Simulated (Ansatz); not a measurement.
# C: the cost of one run

Program: Ansatz 0.2.0. Level of theory: DFT PBE, scalar-relativistic, plane waves, PAW. These are calculated values, not measurements.

## (1) The structure to begin with

Symmetry: P-4n2, No. 118, tetragonal system. The conventional cell has a = 3.461 Å, b = 3.461 Å, c = 3.549 Å, α = 90.00°, β = 90.00°, γ = 90.00°. C (site symmetry 1) is surrounded by 4 C at 1.46 to 1.61 Å.

Coordinates:

```
C
1.0
     3.46060    0.00000    0.00000
     0.00000    3.46060    0.00000
     0.00000    0.00000    3.54916
C
8
Direct
  0.20582 0.45101 0.94918
  0.04899 0.29418 0.55082
  0.95101 0.70582 0.55082
  0.45101 0.79418 0.05082
  0.79418 0.54899 0.94918
  0.70582 0.04899 0.44918
  0.29418 0.95101 0.44918
  0.54899 0.20582 0.05082
```

The cell is invented: 4-connected net of one element (P-4n2, No. 118). Lengths come from tabulated atomic sizes and are only a guess.

## (2) A first look at the guess

File input.yaml:

```yaml
crystal:
  lattice:
    - [3.46059919, 0.0, 0.0]
    - [0.0, 3.46059919, 0.0]
    - [0.0, 0.0, 3.54915839]
  atoms:
    - { symbol: C, position: [0.2058192, 0.45100694, 0.94917857] }
    - { symbol: C, position: [0.04899306, 0.2941808, 0.55082143] }
    - { symbol: C, position: [0.95100694, 0.7058192, 0.55082143] }
    - { symbol: C, position: [0.45100694, 0.7941808, 0.05082143] }
    - { symbol: C, position: [0.7941808, 0.54899306, 0.94917857] }
    - { symbol: C, position: [0.7058192, 0.04899306, 0.44917857] }
    - { symbol: C, position: [0.2941808, 0.95100694, 0.44917857] }
    - { symbol: C, position: [0.54899306, 0.2058192, 0.05082143] }
basis:
  ecutwfc: 420
kpoints:
  mp_grid: { grid: [6, 6, 6] }
hamiltonian:
  xc: pbe
scf:
  occupations: { method: gaussian, width: 0.1 }
  lower_state_search: "off"
output:
  forces: true
  stress: true
  eigenvalues: true
```

On the command line:

```sh
ansatz run input.yaml --threads 1 --pin off --max-ram 2560MiB --backend cpu --events-out ev --progress --plain --runs-dir out
```

What time and memory should one allow on 1 thread of Arm Neoverse V1, shared host?

About 4.3 s, with a peak of 0.3 GiB.
